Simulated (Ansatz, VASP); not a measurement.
One calculation of SnTe, two programs

```
CELL_PARAMETERS angstrom
0.00000 3.15085 3.15085
3.15085 0.00000 3.15085
3.15085 3.15085 0.00000
ATOMIC_POSITIONS crystal
Sn 0.00000 0.00000 0.00000
Te 0.50000 0.50000 0.50000
```

Alike in both runs: task single point; functional LDA; k mesh 6 × 6 × 6; occupations methfessel-paxton of order 1, width 0.02 eV; no spin polarisation.

|  | VASP | Ansatz |
| --- | --- | --- |
| version | VASP 6.6.1 | Ansatz 0.2.0 |
| potentials or method | VASP PAW LDA potentials, release 64 (Sn_d, Te) | plane waves, PAW |
| plane-wave cutoff (eV) | 520 | 420 |
| valence electrons in the cell | 20 | 30 |

```tsv
	VASP	Ansatz	Ansatz less VASP
pressure (GPa)	-1.5	-1.6	-0.04
```

The two sets of potentials don't hold the same shells in valence.
